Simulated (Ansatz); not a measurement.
Starting cell, BaF2 (fluorite):

```
BaF2
1.0
    0.00000     3.12321     3.12321
    3.12321     0.00000     3.12321
    3.12321     3.12321     0.00000
Ba F
1 2
Direct
  0.00000   0.00000   0.00000
  0.25000   0.25000   0.25000
  0.75000   0.75000   0.75000
```

Two-dimensional scan of atom 3 (F, nearest neighbour Ba at 2.705 Å; its periodic images, 4.4 Å or more away, move with it): u runs along (0.707, 0.707, 0.000), v along (0.000, 0.000, 1.000) (Cartesian). Cell and other atoms are fixed.

The numbers are results of PBE (plane waves to 420 eV, PAW, scalar-relativistic; Ansatz, a first-principles code), not measurements. k mesh 7×7×7 (Γ-centred), Fermi-Dirac smearing 0.05 eV. The energy includes the smearing's −TS. Points where atoms come too close for the PAW data are left out (x in tables, blank in figures). BaF2 was relaxed with its symmetry unable to fall. The zero of ΔE is the undisplaced structure. Axes are in Å.

### Question
What ΔE (meV/cell) does the calculation give at all points of the grid u = -0.890, -0.593, -0.297, 0.000, 0.297, 0.593, 0.890 by v = -0.890, -0.593, -0.297, 0.000, 0.297, 0.593, 0.890?

### Answer
ΔE (meV/cell), with u across and v down:

| v \ u | -0.890 | -0.593 | -0.297 | 0.000 | 0.297 | 0.593 | 0.890 |
|---|---|---|---|---|---|---|---|
| -0.890 | 849 | 973 | 1136 | 1211 | 1136 | 973 | 849 |
| -0.593 | 626 | 509 | 487 | 491 | 487 | 509 | 626 |
| -0.297 | 748 | 356 | 168 | 116 | 168 | 356 | 748 |
| 0.000 | 1430 | 541 | 119 | 0 | 119 | 541 | 1430 |
| 0.297 | x | 1188 | 343 | 116 | 343 | 1188 | x |
| 0.593 | x | x | 889 | 491 | 889 | x | x |
| 0.890 | x | x | x | 1211 | x | x | x |

(For displaced atoms, the force is minus the slope of the energy, and its curvature is a force constant, which sets phonon frequencies.)
